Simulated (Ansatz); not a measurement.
# Cu in Ansatz: the effect of functional

Crystal: Cu.

```
Cu
1.0
    -1.45399    1.46431    1.37398
     1.44871   -1.46799    1.37231
     1.42515    1.43915   -1.37783
Cu
1
Cartesian
  0.0000 0.0000 0.0000
```

This isn't the form of Cu at room conditions, which is fcc.

The cell isn't the ideal one: cell sheared at random, sigma 0.01, atoms nudged by 0.01 Å.

Alike in all runs:

| Quantity | Value |
| --- | --- |
| Program | Ansatz 0.2.0 |
| Task | projected density of states |
| Potentials or basis | Ansatz PAW |
| k mesh | 8 × 8 × 7 |
| Occupations | fermi-dirac, width 0.05 eV |
| Spin | no spin polarisation |

```csv
functional,cutoff,pressure (GPa)
LDA,420 eV (not typed: the program's choice for these potentials),-7.8
PBEsol,420 eV (not typed: the program's choice for these potentials),?
r2SCAN,500 eV (not typed: the program's choice for these potentials),0.3
HSE06,420 eV (not typed: the program's choice for these potentials),7.1
```

**Question.** What does the run with functional PBEsol give?

**Answer.** Pressure -1.4 GPa.

Caveats: all runs use coarse meshes; the PAW data sets come from PBE, with cores solved anew for the run's functional, which leaves a small shift of forces and pressure; the density of states is complete only up to the lowest level of the last band computed; the thresholds are loose for stress (some runs).
